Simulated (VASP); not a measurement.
# K2F (Fm-3m) in VASP: a series of runs, part 2 of 2

VASP 6.6.1. The steps go on from the part before.

## 4. Single point, PBE (random cell by space group and Wyckoff sites (Fm-3m, No. 225))

The input, INCAR:

```
SYSTEM = K2F
PREC     = Accurate       ! precision mode
ENCUT    = 520            ! plane-wave cutoff, eV
EDIFF    = 1E-6           ! SCF threshold, eV
ISMEAR   = 0              ! smearing method
SIGMA    = 0.1            ! smearing width, eV
LREAL    = .FALSE.        ! projectors in reciprocal space
LASPH    = .TRUE.         ! aspherical terms in the spheres
NELM     = 60             ! most SCF steps
ALGO     = Fast           ! electronic algorithm
ISIF     = 2              ! what is computed and relaxed
LWAVE    = .FALSE.        ! write WAVECAR
LCHARG   = .TRUE.         ! write CHGCAR
GGA      = PE             ! functional
LELF     = .TRUE.         ! ELF
LVHAR    = .TRUE.       
NBANDS   = 20             ! bands
```

The input, KPOINTS:

```
regular mesh
0
G
  4 4 4
  0 0 0
```

The input, POSCAR:

```
K2F
1.0
    0.0000000000      3.6085149907      3.6085149907
    3.6085149907      0.0000000000      3.6085149907
    3.6085149907      3.6085149907      0.0000000000
K F
2 1
Direct
    0.2500000000      0.2500000000      0.2500000000
    0.7500000000      0.7500000000      0.7500000000
    0.5000000000      0.5000000000      0.5000000000
```

Potentials or basis: VASP PAW PBE potentials, release 64 (K_sv, F).

The run is started by

```
$ cat potpaw_PBE.64/K_sv/POTCAR potpaw_PBE.64/F/POTCAR > POTCAR
$ mpirun -np 1 vasp_std > vasp.out
```

OUTCAR:

```text
SYSTEM = K2F
   PREC = Accurate
   ENCUT = 520
   EDIFF = 1E-6
   ISMEAR = 0
   LREAL = .FALSE.
   LASPH = .TRUE.
   NELM = 60
   ISIF = 2
   GGA = PE

 ion  position               nearest neighbor table
   1  0.250  0.250  0.250-   2 3.61   2 3.61   2 3.61   2 3.61   2 3.61   2 3.61
   2  0.750  0.750  0.750-   1 3.61   1 3.61   1 3.61   1 3.61   1 3.61   1 3.61
   3  0.500  0.500  0.500-

  LATTYP: Found a face centered cubic cell.
 ALAT       =     7.2170299814

  Lattice vectors:

 A1 = (   0.0000000000,   3.6085149907,   3.6085149907)
 A2 = (   3.6085149907,   0.0000000000,   3.6085149907)
 A3 = (   3.6085149907,   3.6085149907,   0.0000000000)

Analysis of symmetry for initial positions (statically):
=====================================================================
 Subroutine PRICEL returns:
 Original cell was already a primitive cell.

 Routine SETGRP: Setting up the symmetry group for a
 face centered cubic supercell.

 Subroutine GETGRP returns: Found 48 space group operations
 (whereof 48 operations were pure point group operations)
 out of a pool of 48 trial point group operations.

The static configuration has the point symmetry O_h .

Analysis of symmetry for dynamics (positions and initial velocities):
=====================================================================
 Subroutine PRICEL returns:
 Original cell was already a primitive cell.

 Routine SETGRP: Setting up the symmetry group for a
 face centered cubic supercell.

 Subroutine GETGRP returns: Found 48 space group operations
 (whereof 48 operations were pure point group operations)
 out of a pool of 48 trial point group operations.

The dynamic configuration has the point symmetry O_h .

 Subroutine INISYM returns: Found 48 space group operations
 (whereof 48 operations are pure point group operations),
 and found     1 'primitive' translations

[... 99 lines left out ...]
     AMIX_MAG =   1.60;   BMIX_MAG =  1.00
  volume/ion in A,a.u.               =      31.33       211.39
  Fermi-wavevector in a.u.,A,eV,Ry     =   1.052890  1.989674 15.083110  1.108577
  Thomas-Fermi vector in A             =   2.187990
   LORBIT       =      0    0 simple, 1 ext, 2 COOP (PROOUT), +10 PAW based schemes
   GGA     = PE    functional components
   LHFCALC =     F    Hartree Fock is set to
   AEXX    =    0.0000 exact exchange contribution
   IVDW    =     0    specifies the selected vdW correction
   LEPSILON=     F    determine dielectric tensor
   LRPA    =     F    only Hartree local field effects (RPA)
 non-spin polarized calculation
 RMM-DIIS sequential band-by-band and
 Gauss-broadening in eV      SIGMA  =   0.10
  energy-cutoff  :      520.00
  volume of cell :       93.98
 maximum number of plane-waves:      2637
 NGX is ok and might be reduce to    40
   NGX = 19   NGY = 19   NGZ = 19

 number of electron      24.9999993 magnetization

 Free energy of the ion-electron system (eV)
  ---------------------------------------------------
  ext. energy  EPLUGINS =         0.00000000
  ---------------------------------------------------
  free energy    TOTEN  =        -8.18829823 eV

  energy without entropy =       -8.17216180  energy(sigma->0) =       -8.18023001

 E-fermi :   1.7376     XC(G=0):  -7.2741

 val. band max:        1.4476904653   @ k =  -0.2500   0.2500   0.0000
 cond. band min:       1.7937986669   @ k =   0.5000   0.0000   0.0000
 fundamental gap:      0.3461082016
 Fermi energy:         1.7375566982

 k-point     1 :       0.0000    0.0000    0.0000
  band No.  band energies     occupation
      1     -30.8786      2.00000
      2     -30.7734      2.00000
      3     -21.6729      2.00000
      4     -14.4495      2.00000
      5     -14.4495      2.00000
      6     -14.4495      2.00000
[... 173 lines left out ...]
     19       5.7788      0.00000
     20       7.3954      0.00000

------------------------ aborting loop because EDIFF is reached ----------------------------------------

  FORCE on cell =-STRESS in cart. coord.  units (eV):
  Direction    XX          YY          ZZ          XY          YZ          ZX
  --------------------------------------------------------------------------------------
  -------------------------------------------------------------------------------------
  Total       -0.0694527     -0.0694527     -0.0694527     -0.0000000     -0.0000000      0.0000000
  in kB       -1.1840878     -1.1840878     -1.1840878     -0.0000000     -0.0000000      0.0000000
  external PRESSURE =      -1.1840878 kB  Pullay stress =       0.0000000 kB

 VOLUME and BASIS-vectors are now :
 -----------------------------------------------------------------------------
  energy-cutoff  :      520.00
  volume of cell :       93.98
      direct lattice vectors                 reciprocal lattice vectors
     0.000000000  3.608514991  3.608514991    -0.138561154  0.138561154  0.138561154
     3.608514991  0.000000000  3.608514991     0.138561154 -0.138561154  0.138561154
     3.608514991  3.608514991  0.000000000     0.138561154  0.138561154 -0.138561154

 POSITION                                       TOTAL-FORCE (eV/Angst)
 -----------------------------------------------------------------------------------
      1.80426      1.80426      1.80426         0.000000     -0.000000      0.000000
      5.41277      5.41277      5.41277        -0.000000      0.000000     -0.000000
      3.60851      3.60851      3.60851        -0.000000     -0.000000     -0.000000
 -----------------------------------------------------------------------------------
    total drift:                               -0.000000     -0.000000      0.000000

  FREE ENERGIE OF THE ION-ELECTRON SYSTEM (eV)
  ---------------------------------------------------
  free  energy   TOTEN  =        -8.1882982314 eV

  energy  without entropy=       -8.1721617980  energy(sigma->0) =       -8.18023001
```

It took 39 s on 1 thread of Intel Xeon Platinum 8559C (Emerald Rapids), shared host; peak memory 0.23 GiB.

What came out:

- Free energy: -8.1883 eV
- Pressure: -0.1 GPa
- Band gap on the k mesh: none (metal or under the smearing width)

Levels at points of the mesh, in eV from the Fermi level:
| k point | band 8 | band 9 | band 10 | band 11 | band 12 | band 13 | band 14 | band 15 | band 16 | band 17 |
| --- | --- | --- | --- | --- | --- | --- | --- | --- | --- | --- |
| (0.00, 0.00, 0.00) | -15.91 | -15.91 | -5.15 | -5.15 | -5.15 | -1.95 | 2.73 | 2.73 | 2.93 | 2.93 |
| (0.50, 0.00, 0.00) | -16.05 | -16.05 | -5.22 | -5.12 | -5.12 | 0.06 | 1.16 | 3.13 | 3.13 | 4.21 |
| (0.50, 0.50, 0.00) | -15.87 | -15.83 | -5.27 | -5.09 | -5.09 | 0.26 | 1.27 | 2.79 | 2.91 | 3.51 |

Caveat: the k mesh is coarse (spacing up to 0.38 Å⁻¹), so the values aren't converged; an odd number of electrons without spin polarisation forces a metal; a magnetic or distorted state may lie lower.

## 5. Relaxation of cell and atoms, PBE (random cell by space group and Wyckoff sites (Fm-3m, No. 225))

The input, INCAR:

```
SYSTEM = K2F
ALGO = Normal
EDIFF = 1E-6
EDIFFG = -0.04
ENCUT = 600
GGA = PE
IBRION = 2
ISIF = 3
ISMEAR = 0
LASPH = .True.
LCHARG = .False.
LREAL = .False.
LWAVE = .False.
NELM = 100
NSW = 90
PREC = Accurate
SIGMA = 0.1
```

The input, KPOINTS:

```
k-points
0
Gamma
  4 4 4
  0 0 0
```

The input, POSCAR:

```
K2F
1.0
    0.0000000000      3.7125140200      3.7125140200
    3.7125140200      0.0000000000      3.7125140200
    3.7125140200      3.7125140200      0.0000000000
K F
2 1
Direct
    0.2500000000      0.2500000000      0.2500000000
    0.7500000000      0.7500000000      0.7500000000
    0.5000000000      0.5000000000      0.5000000000
```

The run is started by

```
$ cat potpaw_PBE.64/K_sv/POTCAR potpaw_PBE.64/F/POTCAR > POTCAR
$ mpirun -np 1 vasp_std > vasp.out
```

Run time: 65 s. Hardware: 1 thread of Intel Xeon Platinum 8559C (Emerald Rapids), shared host; peak memory 0.25 GiB.

Results (log left out):

```yaml
Free_energy: -8.1953 eV
Relaxed_volume: 30.75 Å³/atom
Relaxed_cell: a = 5.072 Å, b = 5.072 Å, c = 5.072 Å, α = 60.00°, β = 60.00°, γ = 60.00°
Space_group_after_relaxing_to_0.05_Å: Fm-3m (No. 225)
Energy_gained_by_relaxing: 9.0 meV/atom
Ionic_steps: 3
Pressure_after_relaxing: 0.1 GPa
Band_gap_on_the_k_mesh: none (metal or under the smearing width)
```

Step by step:
```csv
step,energy change (eV),largest force (eV/Å),pressure (GPa),volume (Å³)
1,0.0000,0.0000,-0.85,102.34
2,-0.0123,0.0000,-0.65,99.69
3,-0.0269,0.0000,0.07,92.26
```

Final structure:
```cif
data_structure
_symmetry_space_group_name_H-M 'P 1'
_symmetry_Int_Tables_number 1
_cell_length_a 5.0720
_cell_length_b 5.0720
_cell_length_c 5.0720
_cell_angle_alpha 60.000
_cell_angle_beta 60.000
_cell_angle_gamma 60.000
_cell_volume 92.26
loop_
_atom_site_label
_atom_site_type_symbol
_atom_site_fract_x
_atom_site_fract_y
_atom_site_fract_z
_atom_site_occupancy
K1 K 0.25000 0.25000 0.25000 1
K2 K 0.75000 0.75000 0.75000 1
F1 F 0.50000 0.50000 0.50000 1
```

Levels at points of the mesh, in eV from the Fermi level:
| k point | band 8 | band 9 | band 10 | band 11 | band 12 | band 13 | band 14 | band 15 | band 16 |
| --- | --- | --- | --- | --- | --- | --- | --- | --- | --- |
| (0.00, 0.00, 0.00) | -15.90 | -15.90 | -5.23 | -5.23 | -5.23 | -1.96 | 2.72 | 2.72 | 2.93 |
| (0.50, 0.00, 0.00) | -16.06 | -16.06 | -5.29 | -5.19 | -5.19 | 0.06 | 1.20 | 3.14 | 3.14 |
| (0.50, 0.50, 0.00) | -15.86 | -15.82 | -5.34 | -5.16 | -5.16 | 0.25 | 1.29 | 2.80 | 2.94 |

Caveat: the k mesh is coarse (spacing up to 0.37 Å⁻¹), so the values aren't converged; an odd number of electrons without spin polarisation forces a metal; a magnetic or distorted state may lie lower.

## 6. Summary

| task | cell | k mesh | cutoff (eV) | mesh quality | gap on the mesh (eV) | pressure (GPa) |
| --- | --- | --- | --- | --- | --- | --- |
| single point | random cell by space group and Wyckoff sites (Fm-3m, No. 225) | 12 × 12 × 12 | 520 | not flagged | none | 0.0 |
| relaxation of cell and atoms | relaxed from: random cell by space group and Wyckoff sites (Fm-3m, No. 225) | 12 × 12 × 12 | 600 | not flagged | none | 0.0 |
| single point | random cell by space group and Wyckoff sites (Fm-3m, No. 225) | 4 × 4 × 4 | 520 | coarse | none | -0.1 |
| relaxation of cell and atoms | relaxed from: random cell by space group and Wyckoff sites (Fm-3m, No. 225) | 4 × 4 × 4 | 600 | coarse | none | 0.1 |

Alike in all rows: level PBE; potentials or basis VASP PAW PBE potentials, release 64 (K_sv, F); no spin polarisation; smearing gaussian 0.1 eV.

Caveats: some runs use coarse meshes; an odd number of electrons without spin polarisation forces a metal; a magnetic or distorted state may lie lower; the relaxation stopped at its first step, so nothing moved (some runs).

Absolute energies hang on the potentials; compare differences alone.
